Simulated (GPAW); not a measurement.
A run of GPAW 26.7.0:

File run.py:

```python
from ase.filters import FrechetCellFilter
from ase.io import read, write
from ase.optimize import LBFGS
from gpaw import GPAW, PW, setup_paths

setup_paths.insert(0, '.')

atoms = read('ZnO.cif')

calc = GPAW(mode=PW(800),
            xc='GGA_X_B88+GGA_C_P86',
            kpts={'size': (6, 6, 3), 'gamma': True},
            occupations={'name': 'fermi-dirac', 'width': 0.05},
            nbands=31,
            convergence={'density': 1e-06, 'energy': 1e-06, 'eigenstates': 1e-10},
            maxiter=150,
            txt='gpaw.txt')
atoms.calc = calc
opt = LBFGS(FrechetCellFilter(atoms), trajectory='relax.traj', logfile='-')
done = opt.run(fmax=0.02, steps=40)
calc.write('gs.gpw')
write('result.traj', atoms)
print('Converged:', done)
print('Cell:', atoms.cell.cellpar().round(4))
print('Volume:', round(atoms.get_volume(), 4))
print(atoms.get_scaled_positions().round(5))
```

File ZnO.cif:

```cif
data_ZnO
_cell_length_a 3.24930800
_cell_length_b 3.24930800
_cell_length_c 5.20570900
_cell_angle_alpha 90.00000000
_cell_angle_beta 90.00000000
_cell_angle_gamma 120.00000000
_space_group_name_H-M_alt 'P6_3mc'
_space_group_name_Hall 'P 6c -2c'
_space_group_IT_number 186
loop_
_space_group_symop_operation_xyz
'x,y,z'
'x-y,x,z+1/2'
'-y,x-y,z'
'-x,-y,z+1/2'
'-x+y,-x,z'
'y,-x+y,z+1/2'
'y,x,z+1/2'
'x,x-y,z'
'x-y,-y,z+1/2'
'-y,-x,z'
'-x,-x+y,z+1/2'
'-x+y,y,z'
loop_
_atom_site_label
_atom_site_type_symbol
_atom_site_symmetry_multiplicity
_atom_site_Wyckoff_symbol
_atom_site_fract_x
_atom_site_fract_y
_atom_site_fract_z
_atom_site_occupancy
Zn1 Zn 2 b 0.6666666667 0.3333333333 0.0000000000 1
O1 O 2 b 0.3333333333 0.6666666667 0.8790100000 1
```

Potentials or basis: PAW data sets generated in the run's folder for this functional, pw.

Command:

```console
$ gpaw-setup -f GGA_X_B88+GGA_C_P86 O Zn
$ OMP_NUM_THREADS=1 python run.py
```

Hardware: 1 thread of Intel(R) Xeon(R) Platinum 8488C (Sapphire Rapids), on a shared host.

Estimate the wall time of this run.

It took 2.1 min on 1 thread of Intel(R) Xeon(R) Platinum 8488C (Sapphire Rapids) (shared host), peak memory 0.26 GiB. Counts: scf iterations 61, plane waves 2461, bands 31, k points 17, ion steps 6.
